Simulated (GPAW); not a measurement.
# Pd (Fm-3m) in GPAW: notebook, part 2 of 2

GPAW 26.7.0. Earlier steps stand in the parts before.

### 3 Single point, PBE

File run.py:

```python
from ase.dft.bandgap import bandgap
from ase.io import read, write
from ase.units import Bohr, GPa
from gpaw import GPAW, PW
from gpaw.elf import elf_from_dft_calculation

atoms = read('POSCAR')

calc = GPAW(mode=PW(600),
            xc='PBE',
            kpts={'size': (12, 12, 12), 'gamma': True},
            occupations={'name': 'methfessel-paxton', 'order': 0, 'width': 0.02},
            nbands=17,
            convergence={'density': 1e-05, 'energy': 1e-05},
            maxiter=150,
            txt='gpaw.txt')
atoms.calc = calc
energy = atoms.get_potential_energy()
forces = atoms.get_forces()
stress = atoms.get_stress()
calc.write('gs.gpw')
write('result.traj', atoms)
print(f'Energy: {energy:.6f} eV')
print('Forces (eV/A):')
print(forces.round(4))
print('Stress (GPa):', (stress / GPa).round(3))
print('Fermi level:', round(calc.get_fermi_level(), 4), 'eV')
print(f'Gap: {bandgap(calc)[0]:.4f} eV, direct: {bandgap(calc, direct=True)[0]:.4f} eV')

# fields on the real-space grid
write('density.cube', atoms, data=calc.get_pseudo_density() * Bohr**3)
write('potential.cube', atoms, data=calc.get_electrostatic_potential())
write('elf.cube', atoms, data=elf_from_dft_calculation(calc).data)
```

File POSCAR:

```
Pd
1.0
    0.0000000000      1.9465000000      1.9465000000
    1.9465000000      0.0000000000      1.9465000000
    1.9465000000      1.9465000000      0.0000000000
Pd
1
Direct
    0.0000000000      0.0000000000      0.0000000000
```

Potentials or basis: GPAW PAW data sets (gpaw-data 1.2.1), pw.

The run is started by

```bash
$ OMP_NUM_THREADS=1 python run.py
```

gpaw.txt:

```text
__  _  _
 | _ |_)|_||  |
 |__||  | ||/\| - 26.7.0

Input parameters:
  mode=PW(ecut=600.0),
  convergence={'density': 1e-05, 'energy': 1e-05},
  kpts=MonkhorstPack(size=(12, 12, 12), gamma=True),
  maxiter=150,
  nbands=17,
  occupations=Occupations(name='methfessel-paxton', order=0, width=0.02),
  xc=XC(name='PBE')

Diagonalizing LCAO Hamiltonian
Converting LCAO to pw mode

       Pd

Atoms  # Å, Bohr magnetons
|   | symbol |        x |        y |        z |    initial magnetic moments |
|---|--------|----------|----------|----------|-----------------------------|
| 0 |     Pd | 0.000000 | 0.000000 | 0.000000 | ( 0.0000,  0.0000,  0.0000) |

Unit cell  # Å
| periodic |        x |        y |        z |  lengths |    angles |
|----------|----------|----------|----------|----------|-----------|
|      yes | 0.000000 | 1.946500 | 1.946500 | 2.752767 | 60.000000 |
|      yes | 1.946500 | 0.000000 | 1.946500 | 2.752767 | 60.000000 |
|      yes | 1.946500 | 1.946500 | 0.000000 | 2.752767 | 60.000000 |

Number of symmetries: 48
Symmetry operations  # r_c * U_cc + t_c -> r_c
|    | kind |            matrix            |
|----|------|------------------------------|
|  0 |  σ   |  1, 0, 0,  1, 0,-1,  1,-1, 0 |
|  1 |  C2  |  1, 0, 0,  1,-1, 0,  1, 0,-1 |
|  2 |  E   |  1, 0, 0,  0, 1, 0,  0, 0, 1 |
|  3 |  σ   |  1, 0, 0,  0, 0, 1,  0, 1, 0 |
|  4 |  C4  |  1, 0,-1,  1, 0, 0,  1,-1, 0 |
|  5 |  S6  |  1, 0,-1,  1,-1, 0,  1, 0, 0 |
|  6 |  σ   |  1, 0,-1,  0, 1,-1,  0, 0,-1 |
|  7 |  C3  |  1, 0,-1,  0, 0,-1,  0, 1,-1 |
|  8 |  S6  |  1,-1, 0,  1, 0, 0,  1, 0,-1 |
|  9 |  C4  |  1,-1, 0,  1, 0,-1,  1, 0, 0 |
| 10 |  C3  |  1,-1, 0,  0,-1, 1,  0,-1, 0 |
| 11 |  σ   |  1,-1, 0,  0,-1, 0,  0,-1, 1 |
| 12 |  σ   |  0, 1, 0,  1, 0, 0,  0, 0, 1 |
| 13 |  C4  |  0, 1, 0,  0, 1,-1, -1, 1, 0 |
| 14 |  C3  |  0, 1, 0,  0, 0, 1,  1, 0, 0 |
| 15 |  S6  |  0, 1, 0, -1, 1, 0,  0, 1,-1 |
| 16 |  C2  |  0, 1,-1,  1, 0,-1,  0, 0,-1 |
| 17 |  σ   |  0, 1,-1,  0, 1, 0, -1, 1, 0 |
| 18 |  S4  |  0, 1,-1,  0, 0,-1,  1, 0,-1 |
| 19 |  C4  |  0, 1,-1, -1, 1, 0,  0, 1, 0 |
| 20 |  C3  |  0, 0, 1,  1, 0, 0,  0, 1, 0 |
| 21 |  σ   |  0, 0, 1,  0, 1, 0,  1, 0, 0 |
| 22 |  S6  |  0, 0, 1,  0,-1, 1, -1, 0, 1 |
| 23 |  C4  |  0, 0, 1, -1, 0, 1,  0,-1, 1 |
| 24 |  S4  |  0, 0,-1,  1, 0,-1,  0, 1,-1 |
| 25 |  C3  |  0, 0,-1,  0, 1,-1,  1, 0,-1 |
| 26 |  C2  |  0, 0,-1,  0,-1, 0, -1, 0, 0 |
| 27 |  S6  |  0, 0,-1, -1, 0, 0,  0,-1, 0 |
| 28 |  S4  |  0,-1, 1,  1,-1, 0,  0,-1, 0 |
| 29 |  C4  |  0,-1, 1,  0, 0, 1, -1, 0, 1 |
| 30 |  C2  |  0,-1, 1,  0,-1, 0,  1,-1, 0 |
| 31 |  σ   |  0,-1, 1, -1, 0, 1,  0, 0, 1 |
| 32 |  C3  |  0,-1, 0,  1,-1, 0,  0,-1, 1 |
| 33 |  S6  |  0,-1, 0,  0, 0,-1, -1, 0, 0 |
| 34 |  S4  |  0,-1, 0,  0,-1, 1,  1,-1, 0 |
| 35 |  C2  |  0,-1, 0, -1, 0, 0,  0, 0,-1 |
| 36 |  C2  | -1, 1, 0,  0, 1, 0,  0, 1,-1 |
| 37 |  S6  | -1, 1, 0,  0, 1,-1,  0, 1, 0 |
| 38 |  S4  | -1, 1, 0, -1, 0, 1, -1, 0, 0 |
| 39 |  C3  | -1, 1, 0, -1, 0, 0, -1, 0, 1 |
| 40 |  S6  | -1, 0, 1,  0, 0, 1,  0,-1, 1 |
| 41 |  C2  | -1, 0, 1,  0,-1, 1,  0, 0, 1 |
| 42 |  C3  | -1, 0, 1, -1, 1, 0, -1, 0, 0 |
| 43 |  S4  | -1, 0, 1, -1, 0, 0, -1, 1, 0 |
| 44 |  C2  | -1, 0, 0,  0, 0,-1,  0,-1, 0 |
| 45 |  i   | -1, 0, 0,  0,-1, 0,  0, 0,-1 |
| 46 |  σ   | -1, 0, 0, -1, 1, 0, -1, 0, 1 |
| 47 |  C2  | -1, 0, 0, -1, 0, 1, -1, 1, 0 |

BZ-sampling:
  Number of BZ points: 1728
  Number of IBZ points: 72

  Monkhorst-Pack size: [12, 12, 12]
  Monkhorst-Pack shift: [0.041666666666666664, 0.041666666666666664, 0.041666666666666664]

K-points  # in reciprocal-cell coordinates
|     |                                coordinates |     weight |
|-----|--------------------------------------------|------------|
|   0 | ( -0.00000000,  -0.00000000,  -0.00000000) | 0.00057870 |
|   1 | (  0.08333333,   0.08333333,  -0.00000000) | 0.00347222 |
|   2 | (  0.08333333,   0.08333333,   0.08333333) | 0.00462963 |
|   3 | (  0.16666667,   0.08333333,   0.08333333) | 0.00694444 |
|   4 | (  0.16666667,   0.16666667,  -0.00000000) | 0.00347222 |
|   5 | (  0.16666667,   0.16666667,   0.08333333) | 0.01388889 |
|   6 | (  0.16666667,   0.16666667,   0.16666667) | 0.00462963 |
|   7 | (  0.25000000,   0.16666667,   0.08333333) | 0.01388889 |
|   8 | (  0.25000000,   0.16666667,   0.16666667) | 0.01388889 |
|   9 | (  0.25000000,   0.25000000,  -0.00000000) | 0.00347222 |
| ... |                                            |            |
|  71 | (  0.50000000,   0.50000000,   0.50000000) | 0.00231481 |

Plane wave coefficients: 531
Cutoff: 600.0 eV

Spin-components: 1 (collinear spins)
Bands:           17
Projectors:      6
Spin-degeneracy: 2
Datatype:        complex128

Parallelization:
  kpt:    1
  domain: 1
  band:   1

Density:
  Valence electrons: 16.0
  Components: 1
  Grid points: [16 16 16]
  Charge: 0.0  # |e|

Potential:
  Grid points: [16 16 16]

species:
  Pd:
    name:    Palladium
    Z:       46.0
    valence: 16
    core:    30
    charge:  0.0  # [|e|]
    compensation charges:
      type: gauss
      rc: 0.38  # [Å]
      lmax: 2
    cutoffs:
      filter: 2.38  # [Å]
      core: 2.28  # [Å]
    projectors
    | kind |    occ | energy [eV] | rcut [Å] |
    |------|--------|-------------|----------|
    |   5s |  0.000 |      -3.315 |    1.228 |
    |   4p |  6.000 |     -51.209 |    1.360 |
    |   5p |  0.000 |      -0.314 |    1.360 |
    |   4d | 10.000 |      -4.047 |    1.228 |
    |    s |        |      23.896 |    1.228 |
    |    d |        |      23.165 |    1.228 |

    Using partial waves for Pd as LCAO basis

Reference energy: -137227.490718  # eV

eigensolver:
  PPCG
  Converge bands: occupied
  niter=2

density mixing:
  MSR1-Mixer
  Pratt-step length: 0.05
  Maximum mixing coefficient: 0.75
  Old densities: 10
  SVD Regularization: 0.005
  Good broyden scale: 1.0
  Trust region scale: 1.0
  Backstep threshold: 4.0
  History deletion threshold: 6.0
  Fourier metric: weight=20.0, sigma=0.015

occupation numbers:
  Methfessel-Paxton:
    width: 0.0200  # eV
    order: 0

poisson solver:
  ecut: 4800.0  # eV

xc functional:
  name: PBE with 2 nearest neighbor stencil

convergence criteria:
- Maximum integral of absolute [dens]ity change: 1e-05 electrons / valence electron
- Maximum [total energy] change in last 3 cyles: 1e-05 eV / valence electron
- Maximum integral of absolute [eigenst]ate change: 4e-08 eV^2 / valence electron
maximum number of iterations: 150

SCF iterations
|iter     | |      energy | eigst |  dens |
|---------|-|-------------|-------|-------|
|iter:   1| |   -4.845258 | -0.14 |       |
|iter:   2| |   -4.608809 | -2.59 | -0.98 |
|iter:   3| |   -3.880637 | -1.45 | -1.04 |
|iter:   4| |   -3.872037 | -3.37 | -2.03 |
|iter:   5| |   -3.869191 | -3.35 | -2.14 |
|iter:   6| |   -3.868979 | -5.09 | -2.82 |
|iter:   7| |   -3.868981 | -6.98 | -3.96 |
|iter:   8| |   -3.868981c| -8.06c| -4.44 |
|iter:   9| |   -3.868981c| -8.80c| -5.56c|

Converged in 9 steps
Energy contributions relative to reference atoms: (reference = -137227.490718)

Energy contributions:
  Kinetic:          -1.782215
  Coulomb:          -2.663296
  Zero:             -0.152723
  External:          0.000000
  Xc:                0.729952
  Entropy:          -0.001398
  Spinorbit:         0.000000
  ----------------------------
  Free energy:      -3.869680
  Extrapolated:     -3.868981

dipole moment: (-11.556289, -11.556289, -11.556289)  # |e|*Ang

Fermi level: 9.466
Eigenvalues  # (at kpt = [-0.000, -0.000, -0.000])
| band index |      eig [eV] | occ [0-2] |
|------------|---------------|-----------|
|          0 |       -40.184 |     2.000 |
|          1 |       -40.184 |     2.000 |
|          2 |       -40.184 |     2.000 |
|          3 |         2.360 |     2.000 |
|          4 |         6.651 |     2.000 |
|          5 |         6.651 |     2.000 |
[... 9 lines left out ...]
|         15 |        39.720 |     0.000 |
|         16 |        39.720 |     0.000 |

No gap
No difference between direct/indirect transitions

Forces  # eV/Ang
|       x |       y |       z |
|---------|---------|---------|
| 0.00000 | 0.00000 | 0.00000 |  # Pd   0

Stress tensor  # eV/Ang^3
|         x |         y |         z |
|-----------|-----------|-----------|
| -0.042771 | -0.000000 | -0.000000 |
| -0.000000 | -0.042771 | -0.000000 |
| -0.000000 | -0.000000 | -0.042771 |

# Writing to gs.gpw (mode='')
```

Wall time 12 s (1 thread of Arm Neoverse V1, shared host); peak memory 0.14 GiB.

What came out:

```yaml
Free_energy: -3.8697 eV
Pressure: 6.9 GPa
Band_gap_on_the_k_mesh: none (metal or under the smearing width)
```

### 4 Single point, PBE

File run.py:

```python
from ase.dft.bandgap import bandgap
from ase.io import read, write
from ase.units import GPa
from gpaw import GPAW, PW

atoms = read('POSCAR')

calc = GPAW(mode=PW(600),
            xc='PBE',
            kpts={'size': (12, 12, 12), 'gamma': True},
            occupations={'name': 'methfessel-paxton', 'order': 0, 'width': 0.020999999999999998},
            nbands=17,
            convergence={'density': 1e-05, 'energy': 1e-05},
            maxiter=150,
            txt='gpaw.txt')
atoms.calc = calc
energy = atoms.get_potential_energy()
forces = atoms.get_forces()
stress = atoms.get_stress()
calc.write('gs.gpw')
write('result.traj', atoms)
print(f'Energy: {energy:.6f} eV')
print('Forces (eV/A):')
print(forces.round(4))
print('Stress (GPa):', (stress / GPa).round(3))
print('Fermi level:', round(calc.get_fermi_level(), 4), 'eV')
print(f'Gap: {bandgap(calc)[0]:.4f} eV, direct: {bandgap(calc, direct=True)[0]:.4f} eV')
```

POSCAR is that of step 3.

Potentials or basis: GPAW PAW data sets (gpaw-data 1.2.1), pw.

The run is started by

```bash
$ OMP_NUM_THREADS=1 python run.py
```

gpaw.txt:

```text
__  _  _
 | _ |_)|_||  |
 |__||  | ||/\| - 26.7.0

Input parameters:
  mode=PW(ecut=600.0),
  convergence={'density': 1e-05, 'energy': 1e-05},
  kpts=MonkhorstPack(size=(12, 12, 12), gamma=True),
  maxiter=150,
  nbands=17,
  occupations=Occupations(name='methfessel-paxton', order=0, width=0.020999999999999998),
  xc=XC(name='PBE')

Diagonalizing LCAO Hamiltonian
Converting LCAO to pw mode

       Pd

Atoms  # Å, Bohr magnetons
|   | symbol |        x |        y |        z |    initial magnetic moments |
|---|--------|----------|----------|----------|-----------------------------|
| 0 |     Pd | 0.000000 | 0.000000 | 0.000000 | ( 0.0000,  0.0000,  0.0000) |

Unit cell  # Å
| periodic |        x |        y |        z |  lengths |    angles |
|----------|----------|----------|----------|----------|-----------|
|      yes | 0.000000 | 1.946500 | 1.946500 | 2.752767 | 60.000000 |
|      yes | 1.946500 | 0.000000 | 1.946500 | 2.752767 | 60.000000 |
|      yes | 1.946500 | 1.946500 | 0.000000 | 2.752767 | 60.000000 |

Number of symmetries: 48
Symmetry operations  # r_c * U_cc + t_c -> r_c
|    | kind |            matrix            |
[... 170 lines left out ...]

Converged in 9 steps
Energy contributions relative to reference atoms: (reference = -137227.490718)

Energy contributions:
  Kinetic:          -1.784131
  Coulomb:          -2.661810
  Zero:             -0.152703
  External:          0.000000
  Xc:                0.730379
  Entropy:          -0.001485
  Spinorbit:         0.000000
  ----------------------------
  Free energy:      -3.869750
  Extrapolated:     -3.869008

dipole moment: (-11.556327, -11.556327, -11.556327)  # |e|*Ang

Fermi level: 9.466
Eigenvalues  # (at kpt = [-0.000, -0.000, -0.000])
| band index |      eig [eV] | occ [0-2] |
|------------|---------------|-----------|
|          0 |       -40.184 |     2.000 |
|          1 |       -40.184 |     2.000 |
|          2 |       -40.184 |     2.000 |
|          3 |         2.360 |     2.000 |
|          4 |         6.651 |     2.000 |
|          5 |         6.651 |     2.000 |
[... 9 lines left out ...]
|         15 |        39.720 |     0.000 |
|         16 |        39.720 |     0.000 |

No gap
No difference between direct/indirect transitions

Forces  # eV/Ang
|       x |       y |       z |
|---------|---------|---------|
| 0.00000 | 0.00000 | 0.00000 |  # Pd   0

Stress tensor  # eV/Ang^3
|         x |         y |         z |
|-----------|-----------|-----------|
| -0.042757 |  0.000000 |  0.000000 |
|  0.000000 | -0.042757 |  0.000000 |
|  0.000000 |  0.000000 | -0.042757 |

# Writing to gs.gpw (mode='')
```

stdout:

```text
Energy: -3.869008 eV
Forces (eV/A):
[[0. 0. 0.]]
Stress (GPa): [-6.85 -6.85 -6.85  0.    0.    0.  ]
Fermi level: 9.4656 eV
Gap: 0.0000 eV, direct: 0.0000 eV
```

It took 11 s on 1 thread of Arm Neoverse V1, shared host; peak memory 0.14 GiB.

What came out:

```yaml
Free_energy: -3.8698 eV
Pressure: 6.9 GPa
Band_gap_on_the_k_mesh: none (metal or under the smearing width)
```

### 5 The runs side by side

```tsv
smearing	gap on the mesh (eV)	pressure (GPa)
gaussian 0.019 eV	none	6.9
gaussian 0.02 eV	none	6.9
gaussian 0.021 eV	none	6.9
```

Alike in all rows: task single point; level PBE; potentials or basis GPAW PAW data sets (gpaw-data 1.2.1), pw; no spin polarisation; cell as given; k mesh 12 × 12 × 12; cutoff (eV) 600.

Every run on the cell as given and a fine mesh finds a metal.

Total energies depend on the potentials used, so only differences within one code and one set of settings carry meaning.
